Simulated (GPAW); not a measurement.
# CoSi (P2_13) in GPAW: a series of runs, part 2 of 2

GPAW 26.7.0.

### Step 3. Eps q, PBE+U, collinear spin, ferromagnetic start

File run.py:

```python
import numpy as np
from ase import Atoms
from ase.dft.bandgap import bandgap
from ase.io import write
from gpaw import GPAW, PW
from gpaw.response.df import DielectricFunction

atoms = Atoms(['Co', 'Co', 'Co', 'Co', 'Si', 'Si', 'Si', 'Si'],
              cell=[[4.438, 0.0, 0.0],
                    [0.0, 4.438, 0.0],
                    [0.0, 0.0, 4.438]],
              scaled_positions=[[0.86, 0.64, 0.36],
                                [0.64, 0.36, 0.86],
                                [0.36, 0.86, 0.64],
                                [0.14, 0.14, 0.14],
                                [0.157, 0.343, 0.657],
                                [0.343, 0.657, 0.157],
                                [0.657, 0.157, 0.343],
                                [0.843, 0.843, 0.843]],
              pbc=True)
atoms.set_initial_magnetic_moments([2.0, 2.0, 2.0, 2.0, 0.0, 0.0, 0.0, 0.0])

calc = GPAW(mode=PW(450),
            xc='PBE',
            kpts={'size': (5, 5, 5), 'gamma': True},
            occupations={'name': 'fermi-dirac', 'width': 0.05},
            setups={'Co': ':d,5.0'},
            nbands=51,
            convergence={'density': 1e-06},
            maxiter=60,
            txt='gpaw.txt')
atoms.calc = calc
energy = atoms.get_potential_energy()
calc.write('gs.gpw')
write('result.traj', atoms)
print(f'Energy: {energy:.6f} eV')
print('Moments:', calc.get_magnetic_moments().round(3))
print('Fermi level:', round(calc.get_fermi_level(), 4), 'eV')
print(f'Gap: {bandgap(calc)[0]:.4f} eV, direct: {bandgap(calc, direct=True)[0]:.4f} eV')

dense = calc.fixed_density(kpts={'size': (4, 4, 4), 'gamma': True},
                           nbands=112, convergence={'bands': 106},
                           update_fermi_level=True, txt='dense.txt')
dense.write('dense.gpw', mode='all')

df = DielectricFunction('dense.gpw', frequencies=np.array([0.0]), hilbert=False, eta=0.001,
                        ecut=120, nbands=106, txt='df.txt')
for q_c in [[0.25, 0.25, 0.25], [0.5, 0.5, 0.5], [0.75, 0.75, 0.75], [0.25, 0.25, 0.0], [0.5, 0.5, 0.0], [0.75, 0.75, 0.0]]:
    e0, e = df.get_dielectric_function(xc='RPA', q_c=q_c, filename=None)
    q = np.linalg.norm(2 * np.pi * np.array(q_c) @ atoms.cell.reciprocal())
    print(q_c, f'|q| = {q:.4f} 1/A: eps {e0[0].real:.4f} without, {e[0].real:.4f} with local fields')
```

Potentials or basis: GPAW PAW data sets (gpaw-data 1.2.1), pw.

Run with:

```
> OMP_NUM_THREADS=1 python run.py
```

gpaw.txt:

```text
__  _  _
 | _ |_)|_||  |
 |__||  | ||/\| - 26.7.0

Input parameters:
  mode=PW(ecut=450.00000000000006),
  convergence={'density': 1e-06},
  kpts=MonkhorstPack(size=(5, 5, 5), gamma=True),
  maxiter=60,
  nbands=51,
  occupations=Occupations(name='fermi-dirac', width=0.05),
  setups={'Co': ':d,5.0'},
  xc=XC(name='PBE')

Diagonalizing LCAO Hamiltonian
Converting LCAO to pw mode
    .----------.
   /|        Si|
  / |   Co     |
 *  |    Co    |
 |  Si      Co |
 |  .--Si------.
 | /     Si   /
 |/Co        /
 *----------*

Atoms  # Å, Bohr magnetons
|   | symbol |        x |        y |        z |    initial magnetic moments |
|---|--------|----------|----------|----------|-----------------------------|
| 0 |     Co | 3.816680 | 2.840320 | 1.597680 | ( 0.0000,  0.0000,  2.0000) |
| 1 |     Co | 2.840320 | 1.597680 | 3.816680 | ( 0.0000,  0.0000,  2.0000) |
| 2 |     Co | 1.597680 | 3.816680 | 2.840320 | ( 0.0000,  0.0000,  2.0000) |
| 3 |     Co | 0.621320 | 0.621320 | 0.621320 | ( 0.0000,  0.0000,  2.0000) |
| 4 |     Si | 0.696766 | 1.522234 | 2.915766 | ( 0.0000,  0.0000,  0.0000) |
| 5 |     Si | 1.522234 | 2.915766 | 0.696766 | ( 0.0000,  0.0000,  0.0000) |
| 6 |     Si | 2.915766 | 0.696766 | 1.522234 | ( 0.0000,  0.0000,  0.0000) |
| 7 |     Si | 3.741234 | 3.741234 | 3.741234 | ( 0.0000,  0.0000,  0.0000) |

Unit cell  # Å
| periodic |        x |        y |        z |  lengths |    angles |
|----------|----------|----------|----------|----------|-----------|
|      yes | 4.438000 | 0.000000 | 0.000000 | 4.438000 | 90.000000 |
|      yes | 0.000000 | 4.438000 | 0.000000 | 4.438000 | 90.000000 |
|      yes | 0.000000 | 0.000000 | 4.438000 | 4.438000 | 90.000000 |

Number of symmetries: 3
Symmetry operations  # r_c * U_cc + t_c -> r_c
|   | kind |            matrix            |
|---|------|------------------------------|
| 0 |  E   |  1, 0, 0,  0, 1, 0,  0, 0, 1 |
| 1 |  C3  |  0, 1, 0,  0, 0, 1,  1, 0, 0 |
| 2 |  C3  |  0, 0, 1,  1, 0, 0,  0, 1, 0 |

BZ-sampling:
  Number of BZ points: 125
  Number of IBZ points: 23

  Monkhorst-Pack size: [5, 5, 5]
[... 122 lines left out ...]
maximum number of iterations: 60

SCF iterations
|iter     | |      energy | eigst |  dens |  magmom |
|---------|-|-------------|-------|-------|---------|
|iter:   1| |  -39.820886 | +0.58 |       |  +8.0162|
|iter:   2| |  -39.775195 | -1.28 | -0.76 |  +7.8094|
|iter:   3| |  -39.797060 | -2.05 | -0.86 |  +7.1175|
|iter:   4| |  -40.563605 | -2.03 | -1.00 |  +5.9224|
|iter:   5| |  -41.419822 | -2.14 | -1.23 |  +4.6152|
|iter:   6| |  -41.848522 | -2.24 | -1.63 |  +3.9665|
|iter:   7| |  -41.977404 | -2.82 | -1.98 |  +3.9268|
|iter:   8| |  -42.003847 | -3.52 | -2.24 |  +3.9478|
|iter:   9| |  -42.010682 | -3.55 | -2.23 |  +3.9518|
|iter:  10| |  -42.013102c| -3.94 | -2.58 |  +3.9935|
|iter:  11| |  -42.014145c| -4.83 | -3.01 |  +3.9980|
|iter:  12| |  -42.015113c| -4.94 | -3.38 |  +4.0020|
|iter:  13| |  -42.016477c| -4.36 | -3.46 |  +4.0034|
|iter:  14| |  -42.016882c| -4.71 | -3.60 |  +4.0008|
|iter:  15| |  -42.016930c| -5.77 | -3.85 |  +4.0001|
|iter:  16| |  -42.016954c| -5.89 | -4.06 |  +3.9992|
|iter:  17| |  -42.016959c| -6.81 | -4.40 |  +3.9998|
|iter:  18| |  -42.016960c| -7.57c| -4.63 |  +4.0000|
|iter:  19| |  -42.016961c| -7.78c| -5.01 |  +4.0000|
|iter:  20| |  -42.016961c| -8.10c| -5.36 |  +4.0000|
|iter:  21| |  -42.016961c| -8.65c| -5.34 |  +4.0000|
|iter:  22| |  -42.016961c| -9.10c| -5.96 |  +4.0000|
|iter:  23| |  -42.016961c| -9.41c| -6.23c|  +4.0000|

Converged in 23 steps
Energy contributions relative to reference atoms: (reference = -183156.216624)

Energy contributions:
  Kinetic:         139.681334
  Coulomb:        -109.407606
  Zero:              0.682253
  External:          0.000000
  Xc:              -72.969150
  Entropy:          -0.007583
  Spinorbit:         0.000000
  ----------------------------
  Free energy:     -42.020752
  Extrapolated:    -42.016961

dipole moment: (-0.000020, -0.000020, -0.000020)  # |e|*Ang

Total magnetic moment: (0.000000, 0.000000, 4.000000)

Local magnetic moments
|        x |        y |         z |
|----------|----------|-----------|
| 0.000000 | 0.000000 |  1.247058 |  # Co   0
| 0.000000 | 0.000000 |  1.247058 |  # Co   1
| 0.000000 | 0.000000 |  1.247058 |  # Co   2
| 0.000000 | 0.000000 |  1.247058 |  # Co   3
| 0.000000 | 0.000000 | -0.076773 |  # Si   4
| 0.000000 | 0.000000 | -0.076773 |  # Si   5
| 0.000000 | 0.000000 | -0.076773 |  # Si   6
| 0.000000 | 0.000000 | -0.076773 |  # Si   7

Fermi level: 12.312
Eigenvalues  # (at kpt = [0.000, 0.000, 0.000])
| band index |      eig [eV] | occ [0-1] |      eig [eV] | occ [0-1] |
|------------|---------------|-----------|---------------|-----------|
|          0 |        -1.846 |     1.000 |        -2.007 |     1.000 |
|        ... |               |           |               |           |
|         18 |         8.064 |     1.000 |         9.877 |     1.000 |
|         19 |         9.314 |     1.000 |        10.621 |     1.000 |
|         20 |         9.314 |     1.000 |        10.621 |     1.000 |
|         21 |         9.314 |     1.000 |        10.978 |     1.000 |
|         22 |         9.430 |     1.000 |        10.978 |     1.000 |
|         23 |         9.430 |     1.000 |        10.978 |     1.000 |
|         24 |         9.969 |     1.000 |        13.531 |     0.000 |
|         25 |         9.969 |     1.000 |        13.531 |     0.000 |
|         26 |         9.969 |     1.000 |        13.531 |     0.000 |
|         27 |        13.535 |     0.000 |        14.451 |     0.000 |
|         28 |        13.535 |     0.000 |        14.451 |     0.000 |
|         29 |        13.535 |     0.000 |        14.451 |     0.000 |
|         30 |        13.783 |     0.000 |        15.580 |     0.000 |
|         31 |        13.783 |     0.000 |        15.580 |     0.000 |
|         32 |        14.736 |     0.000 |        15.580 |     0.000 |
|        ... |               |           |               |           |
|         50 |        28.820 |     0.000 |        28.823 |     0.000 |

No gap
No difference between direct/indirect transitions
# Writing to gs.gpw (mode='')
```

stdout:

```text
Energy: -42.016961 eV
Moments: [ 1.247  1.247  1.247  1.247 -0.077 -0.077 -0.077 -0.077]
Fermi level: 12.3122 eV
Gap: 0.0000 eV, direct: 0.0000 eV
[0.25, 0.25, 0.25] |q| = 0.6130 1/A: eps 12.9538 without, 10.1289 with local fields
[0.5, 0.5, 0.5] |q| = 1.2261 1/A: eps 5.2816 without, 3.9674 with local fields
[0.75, 0.75, 0.75] |q| = 1.8391 1/A: eps 3.0359 without, 2.3730 with local fields
[0.25, 0.25, 0.0] |q| = 0.5006 1/A: eps 16.4636 without, 13.2022 with local fields
[0.5, 0.5, 0.0] |q| = 1.0011 1/A: eps 6.8524 without, 5.1443 with local fields
[0.75, 0.75, 0.0] |q| = 1.5017 1/A: eps 4.0779 without, 3.0829 with local fields
```

df.txt:

```text
FrequencyGridDescriptor(from 0.000 to 0.000 eV, 1 points)
FrequencyGridDescriptor(from 0.000 to 0.000 eV, 1 points)

Calculating chi0 body with:
    Ground state adapter containing:
    Number of spins: 2
    Number of kpoints: 64
    Number of irreducible kpoints: 14
    Number of completely occupied states: 24
    Number of partially occupied states: 30

    Linear response parametrization:
    q_c: [0.25, 0.25, 0.25]
    Number of frequency points: 1
    Planewave cutoff: 120.0
    Number of bands: 106
    Number of planewaves: 272
    Broadening (eta): 0.001

Integrating chi0 body.
[... 18 lines left out ...]
    Linear response parametrization:
    q_c: [0.5, 0.5, 0.5]
    Number of frequency points: 1
    Planewave cutoff: 120.0
    Number of bands: 106
    Number of planewaves: 280
    Broadening (eta): 0.001

Integrating chi0 body.

Symmetries of q_c:
    Direct symmetries (Uq -> q): 3
    Indirect symmetries (TUq -> q): 3
In total 6 allowed symmetries.

Integral kind: response function

Finished calculating chi0

[... 3 further blocks of this kind ...]
Calculating chi0 body with:
    Ground state adapter containing:
    Number of spins: 2
    Number of kpoints: 64
    Number of irreducible kpoints: 14
    Number of completely occupied states: 24
    Number of partially occupied states: 30

    Linear response parametrization:
    q_c: [0.75, 0.75, 0.0]
    Number of frequency points: 1
    Planewave cutoff: 120.0
    Number of bands: 106
    Number of planewaves: 264
    Broadening (eta): 0.001

Integrating chi0 body.

Symmetries of q_c:
    Direct symmetries (Uq -> q): 1
    Indirect symmetries (TUq -> q): 0
In total 1 allowed symmetries.

Integral kind: response function

Finished calculating chi0
```

Run time: 8.6 min. Hardware: 1 thread of AMD EPYC 9R14 (Zen 4), shared host; peak memory 0.56 GiB.

Results:

| Property | Result |
| --- | --- |
| Free energy | -42.0208 eV |
| Band gap on the k mesh | none (metal or under the smearing width) |
| Net moment | 4.00 μB per cell |
| Site moments | Co +1.25; Si -0.08 μB |

Caveat: the k mesh is coarse; response on these states lacks terms of the Hamiltonian; the U is typed as a test and isn't derived for this compound. The state reached can hang on the start; a lower one may exist.
